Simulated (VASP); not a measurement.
# Se (P3_221) in VASP: a series of runs

One crystal, Se, is run at these levels: PBE, r2SCAN; tasks: band structure, dielectric tensor.

Program: VASP 6.6.1. These are calculated values, not measurements. Logs are shortened: lines on timing, memory, paths and dates and some standing lists are left out, and cuts for length are marked.

### 1 The structure

Symmetry: P3_221, No. 154, trigonal system. Conventional cell: a = 4.355 Å, b = 4.355 Å, c = 4.949 Å, α = 90.00°, β = 90.00°, γ = 120.00°. Around Se (site symmetry 2) lie 2 Se at 2.32 Å.

### 2 Band structure, PBE

Input file POSCAR:

```
Se
1.0
    4.3551700000      0.0000000000      0.0000000000
   -2.1775850000      3.7716878578      0.0000000000
    0.0000000000      0.0000000000      4.9494500000
Se
3
Direct
    0.7830000000      0.7830000000      0.5000000000
    0.0000000000      0.2170000000      0.8333333333
    0.2170000000      0.0000000000      0.1666666667
```

Input file INCAR.step1:

```
SYSTEM = Se
ALGO = Fast
EDIFF = 1E-7
ENCUT = 250
GGA = PE
ISIF = 2
ISMEAR = 0
LASPH = .TRUE.
LCHARG = .TRUE.
LREAL = .FALSE.
LWAVE = .FALSE.
NBANDS = 16
NELM = 60
PREC = Accurate
SIGMA = 0.02
```

Input file KPOINTS.step1:

```
k-points
0
G
  4 4 4
  0 0 0
```

Input file INCAR.step2:

```
SYSTEM = Se
ALGO = Fast
EDIFF = 1E-7
ENCUT = 250
GGA = PE
ICHARG = 11
ISIF = 2
ISMEAR = 0
LASPH = .TRUE.
LCHARG = .FALSE.
LREAL = .FALSE.
LWAVE = .FALSE.
NBANDS = 16
NELM = 60
PREC = Accurate
SIGMA = 0.05
```

Input file KPOINTS.step2:

```
path GMKGALHA,LM,KH
10
line-mode
reciprocal
 0.0000000000  0.0000000000  0.0000000000  G
 0.5000000000  0.0000000000  0.0000000000  M

 0.5000000000  0.0000000000  0.0000000000  M
 0.3333333333  0.3333333333  0.0000000000  K

 0.3333333333  0.3333333333  0.0000000000  K
 0.0000000000  0.0000000000  0.0000000000  G

 0.0000000000  0.0000000000  0.0000000000  G
 0.0000000000  0.0000000000  0.5000000000  A

 0.0000000000  0.0000000000  0.5000000000  A
 0.5000000000  0.0000000000  0.5000000000  L

 0.5000000000  0.0000000000  0.5000000000  L
 0.3333333333  0.3333333333  0.5000000000  H

 0.3333333333  0.3333333333  0.5000000000  H
 0.0000000000  0.0000000000  0.5000000000  A

 0.5000000000  0.0000000000  0.5000000000  L
 0.5000000000  0.0000000000  0.0000000000  M

 0.3333333333  0.3333333333  0.0000000000  K
 0.3333333333  0.3333333333  0.5000000000  H
```

Potentials or basis: VASP PAW PBE potentials, release 64 (Se).

Run with:

```sh
> cat potpaw_PBE.64/Se/POTCAR > POTCAR
> cp INCAR.step1 INCAR
> cp KPOINTS.step1 KPOINTS
> mpirun -np 1 vasp_std > vasp.out
> cp INCAR.step2 INCAR
> cp KPOINTS.step2 KPOINTS
> mpirun -np 1 vasp_std > vasp.out
```

OUTCAR:

```text
SYSTEM = Se
   EDIFF = 1E-7
   ENCUT = 250
   GGA = PE
   ICHARG = 11
   ISIF = 2
   ISMEAR = 0
   LASPH = .TRUE.
   LREAL = .FALSE.
   NELM = 60
   PREC = Accurate

 ion  position               nearest neighbor table
   1  0.783  0.783  0.500-   3 2.32   2 2.32
   2  0.000  0.217  0.833-   1 2.32   3 2.32
   3  0.217  0.000  0.167-   1 2.32   2 2.32

  LATTYP: Found a hexagonal cell.
 ALAT       =     4.3551700000
 C/A-ratio  =     1.1364539157

  Lattice vectors:

 A1 = (   4.3551700000,   0.0000000000,   0.0000000000)
 A2 = (  -2.1775850000,   3.7716878578,   0.0000000000)
 A3 = (   0.0000000000,   0.0000000000,   4.9494500000)

Analysis of symmetry for initial positions (statically):
=====================================================================
 Subroutine PRICEL returns:
 Original cell was already a primitive cell.

 Routine SETGRP: Setting up the symmetry group for a
 hexagonal supercell.

 Subroutine GETGRP returns: Found  6 space group operations
 (whereof  2 operations were pure point group operations)
 out of a pool of 24 trial point group operations.

The static configuration has the point symmetry C_2 .
 The point group associated with its full space group is D_3 .

Analysis of symmetry for dynamics (positions and initial velocities):
=====================================================================
 Subroutine PRICEL returns:
 Original cell was already a primitive cell.

 Routine SETGRP: Setting up the symmetry group for a
 hexagonal supercell.

 Subroutine GETGRP returns: Found  6 space group operations
 (whereof  2 operations were pure point group operations)
 out of a pool of 24 trial point group operations.

The dynamic configuration has the point symmetry C_2 .
 The point group associated with its full space group is D_3 .

 Subroutine INISYM returns: Found  6 space group operations
 (whereof  2 operations are pure point group operations),
 and found     1 'primitive' translations

----------------------------------------------------------------------------------------

                                     Primitive cell

  volume of cell :      81.3014

  direct lattice vectors                    reciprocal lattice vectors
     4.355170000  0.000000000  0.000000000     0.229612162  0.132566644  0.000000000
    -2.177585000  3.771687858  0.000000000     0.000000000  0.265133287  0.000000000
     0.000000000  0.000000000  4.949450000     0.000000000  0.000000000  0.202042651

  length of vectors
[... 79 lines left out ...]
   EDIFFG = 0.1E-05   stopping-criterion for IOM
   NSW    =      0    number of steps for IOM
   IBRION =     -1    ionic relax: 0-MD 1-quasi-New 2-CG
   NFREE  =      0    steps in history (QN), initial steepest desc. (CG)
   ISIF   =      2    stress and relaxation
   ISYM   =      2    0-nonsym 1-usesym 2-fastsym
   POTIM  = 0.5000    time-step for ionic-motion
   TEBEG  =    0.0;   TEEND  =   0.0 temperature during run
   PSTRESS=    0.0 pullay stress
   NELECT =      18.0000    total number of electrons
   NUPDOWN=      -1.0000    fix difference up-down
   EMIN   =  10.00;   EMAX   =-10.00  energy-range for DOS
   EFERMI =   0.00;   METHOD = LEGACY
   ISMEAR =     0;   SIGMA  =   0.05  broadening in eV -4-tet -1-fermi 0-gaus
   EFERMI_NEDOS =   21; number of points for ismear=-14 and -15
   IALGO  =     68    algorithm
   IMIX   =      4    mixing-type and parameters
     AMIX     =   0.40;   BMIX     =  1.00
     AMIX_MAG =   1.60;   BMIX_MAG =  1.00
  volume/ion in A,a.u.               =      27.10       182.88
  Fermi-wavevector in a.u.,A,eV,Ry     =   0.990375  1.871538 13.345178  0.980843
  Thomas-Fermi vector in A             =   2.122041
   LORBIT       =      0    0 simple, 1 ext, 2 COOP (PROOUT), +10 PAW based schemes
   GGA     = PE    functional components
   LHFCALC =     F    Hartree Fock is set to
   AEXX    =    0.0000 exact exchange contribution
   IVDW    =     0    specifies the selected vdW correction
   LEPSILON=     F    determine dielectric tensor
   LRPA    =     F    only Hartree local field effects (RPA)
 non-spin polarized calculation
 RMM-DIIS sequential band-by-band and
 Gauss-broadening in eV      SIGMA  =   0.05
  energy-cutoff  :      250.00
  volume of cell :       81.30
 maximum number of plane-waves:       751
 NGX is ok and might be reduce to    24

 number of electron      17.9999996 magnetization

 Free energy of the ion-electron system (eV)
  ---------------------------------------------------
  ext. energy  EPLUGINS =         0.00000000
  ---------------------------------------------------
  free energy    TOTEN  =       -10.01200506 eV

  energy without entropy =      -10.01200506  energy(sigma->0) =      -10.01200506

 E-fermi :   3.0161     XC(G=0):  -8.8321

 val. band max:        2.7717880790   @ k =   0.4630   0.0741   0.5000
 cond. band min:       3.7327995642   @ k =   0.3333   0.3333   0.5000
 fundamental gap:      0.9610114852
 Fermi energy:         3.0160585423

 k-point     1 :       0.0000    0.0000    0.0000
  band No.  band energies     occupation
      1     -13.3909      2.00000
      2      -9.0789      2.00000
      3      -9.0789      2.00000
      4      -1.2319      2.00000
      5      -1.2319      2.00000
      6      -1.0279      2.00000
[... 433 lines left out ...]
      3      -9.1163      2.00000
      4      -2.4532      2.00000
      5      -2.2190      2.00000
      6      -0.5733      2.00000
[... 8 lines left out ...]
     15      11.2926      0.00000
     16      12.3497      0.00000

 [... further k-points ...]

------------------------ aborting loop because EDIFF is reached ----------------------------------------

  FORCE on cell =-STRESS in cart. coord.  units (eV):
  Direction    XX          YY          ZZ          XY          YZ          ZX
  --------------------------------------------------------------------------------------
  -------------------------------------------------------------------------------------
  Total        3.6844707      3.6844707      3.6422229      0.0000000     -0.0000000      0.0000000
  in kB       72.6085710     72.6085710     71.7760094      0.0000000     -0.0000000      0.0000000
  external PRESSURE =      72.3310505 kB  Pullay stress =       0.0000000 kB

 VOLUME and BASIS-vectors are now :
 -----------------------------------------------------------------------------
  energy-cutoff  :      250.00
  volume of cell :       81.30
      direct lattice vectors                 reciprocal lattice vectors
     4.355170000  0.000000000  0.000000000     0.229612162  0.132566644  0.000000000
    -2.177585000  3.771687858  0.000000000     0.000000000  0.265133287  0.000000000
     0.000000000  0.000000000  4.949450000     0.000000000  0.000000000  0.202042651

 POSITION                                       TOTAL-FORCE (eV/Angst)
 -----------------------------------------------------------------------------------
      1.70505      2.95323      2.47472        -0.573382     -0.993127      0.000000
     -0.47254      0.81846      4.12454        -0.573382      0.993127      0.000000
      0.94507      0.00000      0.82491         1.146764     -0.000000     -0.000000
 -----------------------------------------------------------------------------------
    total drift:                               -0.000020     -0.000035     -0.000000

  FREE ENERGIE OF THE ION-ELECTRON SYSTEM (eV)
  ---------------------------------------------------
  free  energy   TOTEN  =       -10.0120050565 eV

  energy  without entropy=      -10.0120050565  energy(sigma->0) =      -10.01200506
```

OUTCAR.step1:

```text
SYSTEM = Se
   EDIFF = 1E-7
   ENCUT = 250
   GGA = PE
   ISIF = 2
   ISMEAR = 0
[... 464 lines left out ...]
      1.70505      2.95323      2.47472        -0.597396     -1.034721     -0.000000
     -0.47254      0.81846      4.12454        -0.597396      1.034721      0.000000
      0.94507      0.00000      0.82491         1.194793     -0.000000     -0.000000
 -----------------------------------------------------------------------------------
    total drift:                                0.000002      0.000004     -0.000000

  FREE ENERGIE OF THE ION-ELECTRON SYSTEM (eV)
  ---------------------------------------------------
  free  energy   TOTEN  =       -10.3653789258 eV

  energy  without entropy=      -10.3653789258  energy(sigma->0) =      -10.36537893
```

Run time: 32 s. Hardware: 1 thread of Intel Xeon Platinum 8259CL at 2.50GHz (Skylake/Cascade Lake), shared host; peak memory 0.15 GiB.

Results:

```yaml
Band_gap_along_the_path: 0.96 eV, indirect (least direct gap 1.14 eV)
```

Levels at the corners of the path, in eV from the valence-band top:
```
point  band 7  band 8  band 9  band 10  band 11  band 12
    Γ   -2.20   -2.20   -0.42     2.04     2.04     2.43
    M   -2.97   -1.97   -1.07     2.06     2.60     4.32
    M   -2.97   -1.97   -1.07     2.06     2.60     4.32
    K   -2.92   -2.68   -1.64     3.17     3.17     3.98
    K   -2.92   -2.68   -1.64     3.17     3.17     3.98
    Γ   -2.20   -2.20   -0.42     2.04     2.04     2.43
    Γ   -2.20   -2.20   -0.42     2.04     2.04     2.43
    A   -1.58   -1.58   -1.23     1.27     1.42     1.42
    A   -1.58   -1.58   -1.23     1.27     1.42     1.42
    L   -1.88   -1.45    0.00     1.53     2.80     3.15
    L   -1.88   -1.45    0.00     1.53     2.80     3.15
    H   -1.19   -0.23   -0.23     0.96     2.95     2.95
    H   -1.19   -0.23   -0.23     0.96     2.95     2.95
    A   -1.58   -1.58   -1.23     1.27     1.42     1.42
    L   -1.88   -1.45    0.00     1.53     2.80     3.15
    M   -2.97   -1.97   -1.07     2.06     2.60     4.32
    K   -2.92   -2.68   -1.64     3.17     3.17     3.98
    H   -1.19   -0.23   -0.23     0.96     2.95     2.95
```

Caveat: the cutoff is under 1.25 times the usual one of these potentials, so pressure, stress and relaxed cells hold a basis-set (Pulay) error; the log is that of the step along the path at fixed density, whose energy, stress, charges and moments have no meaning.

### 3 Band structure, PBE

POSCAR is that of step 2.

Changes to INCAR.step1 since step 2:

```diff
@@ -3,3 +3,3 @@
 EDIFF = 1E-7
-ENCUT = 250
+ENCUT = 450
 GGA = PE
```

Input file KPOINTS.step1:

```
k-points
0
G
  8 8 6
  0 0 0
```

Changes to INCAR.step2 since step 2:

```diff
@@ -3,3 +3,3 @@
 EDIFF = 1E-7
-ENCUT = 250
+ENCUT = 450
 GGA = PE
```

KPOINTS.step2 is that of step 2.

Potentials or basis: VASP PAW PBE potentials, release 64 (Se_GW).

Run with:

```sh
> cat potpaw_PBE.64/Se_GW/POTCAR > POTCAR
> cp INCAR.step1 INCAR
> cp KPOINTS.step1 KPOINTS
> mpirun -np 1 vasp_std > vasp.out
> cp INCAR.step2 INCAR
> cp KPOINTS.step2 KPOINTS
> mpirun -np 1 vasp_std > vasp.out
```

Run time: 96 s. Hardware: 1 thread of Intel Xeon Platinum 8259CL at 2.50GHz (Skylake/Cascade Lake), shared host; peak memory 0.21 GiB.

Results (log left out):

```yaml
Band_gap_on_the_k_mesh: 1.09 eV, indirect (least direct gap 1.17 eV)
Band_gap_along_the_path: 0.95 eV, indirect (least direct gap 1.13 eV)
```

Levels at the corners of the path, in eV from the valence-band top:
```tsv
point	band 6	band 7	band 8	band 9	band 10	band 11	band 12	band 13
Γ	-3.80	-2.20	-2.20	-0.42	2.04	2.04	2.44	5.99
M	-3.47	-2.97	-1.97	-1.07	2.06	2.60	4.31	5.38
M	-3.47	-2.97	-1.97	-1.07	2.06	2.60	4.31	5.38
K	-2.92	-2.92	-2.68	-1.64	3.17	3.17	3.98	5.83
K	-2.92	-2.92	-2.68	-1.64	3.17	3.17	3.98	5.83
Γ	-3.80	-2.20	-2.20	-0.42	2.04	2.04	2.44	5.99
Γ	-3.80	-2.20	-2.20	-0.42	2.04	2.04	2.44	5.99
A	-3.50	-1.58	-1.58	-1.23	1.26	1.41	1.41	6.11
A	-3.50	-1.58	-1.58	-1.23	1.26	1.41	1.41	6.11
L	-4.37	-1.87	-1.44	0.00	1.53	2.80	3.15	6.21
L	-4.37	-1.87	-1.44	0.00	1.53	2.80	3.15	6.21
H	-5.03	-1.19	-0.23	-0.23	0.95	2.95	2.95	6.50
H	-5.03	-1.19	-0.23	-0.23	0.95	2.95	2.95	6.50
A	-3.50	-1.58	-1.58	-1.23	1.26	1.41	1.41	6.11
L	-4.37	-1.87	-1.44	0.00	1.53	2.80	3.15	6.21
M	-3.47	-2.97	-1.97	-1.07	2.06	2.60	4.31	5.38
K	-2.92	-2.92	-2.68	-1.64	3.17	3.17	3.98	5.83
H	-5.03	-1.19	-0.23	-0.23	0.95	2.95	2.95	6.50
```

Caveat: the log is that of the step along the path at fixed density, whose energy, stress, charges and moments have no meaning; the mesh misses the band edges, which the band path finds closer together.

[end of part 1 of 2]
